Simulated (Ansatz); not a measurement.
# AlNi: compression at zero temperature

The task here is to estimate one member of a computed series from the others.

Program: Ansatz 0.2.0. Level of theory: DFT PBE, scalar-relativistic, plane waves, PAW. These are calculated values, not measurements.

1 further run of the same task is left out (set aside as unsound or not needed).

## The structure to begin with

The structure is cubic, space group Pm-3m (No. 221). The conventional cell has a = 2.893 Å, b = 2.893 Å, c = 2.893 Å, α = 90.00°, β = 90.00°, γ = 90.00°. Around Al (site symmetry m-3m) lie 8 Ni at 2.51 Å. Around Ni (site symmetry m-3m) lie 8 Al at 2.51 Å.

Coordinates:

```
Al Ni
1.0
     2.89309    0.00000    0.00000
     0.00000    2.89309    0.00000
     0.00000    0.00000    2.89309
Al Ni
1 1
Direct
  0.50000 0.50000 0.50000
  0.00000 0.00000 0.00000
```

It goes back to an entry of the Materials Project, which need not be the stable form.

It is the result of an earlier relaxation at this level (volume 12.11 Å³/atom; gap on the mesh: none (metal)).

The first run:

The input, input.yaml:

```yaml
crystal:
  lattice:
    - [2.9027411391, 0.0, 0.0]
    - [0.0, 2.9027411391, 0.0]
    - [0.0, 0.0, 2.9027411391]
  atoms:
    - { symbol: Al, position: [0.5, 0.5, 0.5] }
    - { symbol: Ni, position: [0.0, 0.0, 0.0] }
basis:
  ecutwfc: 420
kpoints:
  mp_grid: { grid: [14, 14, 14] }
hamiltonian:
  xc: pbe
scf:
  occupations: { method: gaussian, width: 0.1 }
output:
  forces: true
  stress: true
  eigenvalues: true
relax:
  adjacent_minimum: "off"
  f_tol: 0.008
  max_steps: 50
  cell: { stress_tol: 0.08, p_target: -1.0 }
```

On the command line:

```
ansatz run input.yaml --threads 1 --pin off --max-ram 2560MiB --backend cpu --events-out ev --progress --plain --runs-dir out
```

Among the steps run: Relaxing at -1 GPa; Target pressure 1 GPa; Relaxing at 4 GPa; Relaxing at 12 GPa; Relaxing at 25 GPa; Relaxing at 50 GPa; Relaxing at 90 GPa.

One of the session's tables, all rows but one given; the rest of the session is left out.

```
P (GPa)  V (Å³/atom)  a (Å)  b (Å)  c (Å)  ΔH (eV/atom)
     -1        12.19  2.899  2.899  2.899        -0.076
      0        12.11  2.893  2.893  2.893         0.000
      1            ?      ?      ?      ?             ?
      4        11.82  2.870  2.870  2.870         0.299
     12        11.34  2.831  2.831  2.831         0.877
     25        10.73  2.779  2.779  2.779         1.771
     50         9.89  2.704  2.704  2.704         3.374
     90         8.99  2.620  2.620  2.620         5.722
```

Estimate the missing values for P (GPa) = 1.

Worked estimate for «V (Å³/atom)». A straight line through the neighbours (0, 12.11) and (4, 11.82) gives 12.11 + (11.82 − 12.11) × (1 − 0) / (4 − 0) = 12.04; a parabola fitted to 4 rows on both sides gives 12.03.

The run gave: V (Å³/atom): 12.03; a (Å): 2.887; b (Å): 2.887; c (Å): 2.887; ΔH (eV/atom): 0.075. In «V (Å³/atom)» the line misses by +0.01 and the parabola by 0.00.

ΔH is E + PV over the energy at zero pressure; a, b and c are the vectors of the computed cell. 

To keep in mind: Other structures may take over in this range; these runs cannot find them. The final runs have no spin polarisation, so no magnetic state was tried and one may lie lower.
